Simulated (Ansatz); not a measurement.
**What a change of settings does: Ba (fcc type)**

First run: DFT, PBE, all-electron LAPW, scalar-relativistic (Ansatz 0.2.0).

Command: `ansatz run input.yaml --threads 1 --pin off --max-ram 2048MiB --backend cpu --events-out ev --progress --plain --runs-dir out` It took 3.8 s on 1 thread of Arm Neoverse V1, on a shared host, peak memory 0.22 GiB.

```yaml
crystal:
  lattice:
    - [0.0, 2.5565635104, 2.5565635104]
    - [2.5565635104, 0.0, 2.5565635104]
    - [2.5565635104, 2.5565635104, 0.0]
  atoms:
    - { symbol: Ba, position: [0.0, 0.0, 0.0] }
kpoints:
  mp_grid: { grid: [10, 10, 10] }
scf:
  occupations: { method: fermi_dirac, width: 0.1 }
hamiltonian:
  xc: pbe
  pseudopotentials: { kind: all_electron, lapw: { basis_error: 0.001 } }
output:
  forces: true
  stress: true
  eigenvalues: true
  populations: true
```

The cell comes from a relaxation on PAW files under the same functional, begun from a prototype that needn't be the stable phase.

This run: volume at 0.52 of the series' base cell.

It converges in 6 SCF iterations at a pressure of 11.44 GPa.

The input is then changed:

```diff
   occupations: { method: fermi_dirac, width: 0.1 }
+  n_extra_bands: 16
 hamiltonian:
```

**Question.** Predict the outcome of the changed run.

**Answer.** It converges in 7 SCF iterations at a pressure of 11.44 GPa, free energy 0.0 meV/atom against the first run's. Results part of its log:
```
SCF 1 converged in 7 iterations: F = -221371.555405 eV  dr2 = 2.27e-8
SCF converged after 7 iterations
Free energy (F): -221371.555405 eV
Harris-Foulkes:  -221371.555405 eV  (|F-HF|=7.71e-9)
Internal energy: -221371.507702 eV  (E = F + TS)
E sigma→0 (E₀):  -221371.531554 eV
Entropy (-TS):   -0.047703 eV (-47.703 meV/atom)
Fermi energy:    15.763379 eV
--- Per-component energies (eV) ---
  E_band       = -1613.777914
  E_kinetic    = 235882.284050
  E_xc         = -5396.397044
  E_electrostatic = -451857.394708  (all electrons and nuclei)
  E_smearing   = -0.047703  (= −TS)
  E_closure    = 0.000000  (closes the sum)
  E_atoms      = -221370.400070  (free atoms, spherical and without spin; not in F)
  Σ components = -221371.555405   (vs F -221371.555405, Δ=0.00e0)
  Basis errors (estimates in eV, not in F): energy 2.9e-4 per atom: plane waves 2.6e-4 (1.3e-4 summed), levels above the bands 2.0e-68, relativity 8.5e-9, radial functions 2.5e-5, core shells 8.6e-7; eigenvalues (radial functions only) 7.9e-6; not estimated: angular momenta, meshes, grids; target (lapw.basis_error) 1.0e-3; muffin-tin radii Ba 1.808 Å
--- Forces (eV/Å), atoms counted from 1 ---
  atom   1  Ba    -0.00000000    -0.00000000     0.00000000
  max |Σ_I F_I| component: 7.40e-32 eV/Å
--- Stress (GPa, compression-positive) ---
       11.443522      -0.000000       0.000000
       -0.000000      11.443522      -0.000000
        0.000000      -0.000000      11.443522
  P = ⅓ Tr σ = 11.4435 GPa (114.435 kbar)
--- Band table (eV; the first three rows and the last of 47) ---
  k-point 0: bands = ["-159.1501", "-159.1501", "-159.1501", "-67.9298", "-67.9298", "-67.9298", "-67.9272", "-67.9272", "-12.6539", "3.5787", "3.5787", "3.5787", "13.5911", "18.1558", "18.1558", "18.1558", "20.2322", "21.3214", "21.3214", "22.1025", "22.1025", "22.1025", "24.3555", "24.3555", "24.3555", "29.1545", "29.4556", "31.0028", "31.0028"]
  k-point 1: bands = ["-159.1501", "-159.1501", "-159.1501", "-67.9298", "-67.9298", "-67.9298", "-67.9272", "-67.9272", "-12.6106", "3.2593", "3.5447", "3.5447", "13.9916", "17.6699", "18.2996", "18.2996", "20.7527", "20.7527", "20.9038", "21.9652", "22.6975", "22.6975", "24.3604", "24.3604", "24.3611", "28.9485", "29.3964", "31.3993", "31.3993"]
  k-point 2: bands = ["-159.1501", "-159.1501", "-159.1501", "-67.9298", "-67.9297", "-67.9297", "-67.9272", "-67.9272", "-12.4941", "2.5069", "3.4577", "3.4577", "14.7389", "17.3486", "18.4832", "18.4832", "20.3804", "20.3804", "21.1252", "22.4791", "23.3608", "23.3608", "24.3618", "24.3618", "24.3743", "28.4796", "30.2318", "32.5759", "32.5759"]
  k-point 46: bands = ["-159.1501", "-159.1501", "-159.1501", "-67.9297", "-67.9295", "-67.9293", "-67.9272", "-67.9270", "-12.0018", "1.5431", "2.0074", "2.5096", "15.2354", "16.4447", "18.3780", "19.4245", "22.5977", "22.6860", "23.7755", "23.8062", "23.8865", "23.9089", "24.1360", "24.8136", "27.9069", "28.5902", "28.7856", "30.9707", "34.9087"]
--- Löwdin populations: 1 site ---
  site symbol       q [e]
     0     Ba     54.9281
  spilling = 0.019141 (of n_electrons = 56.000000)
```
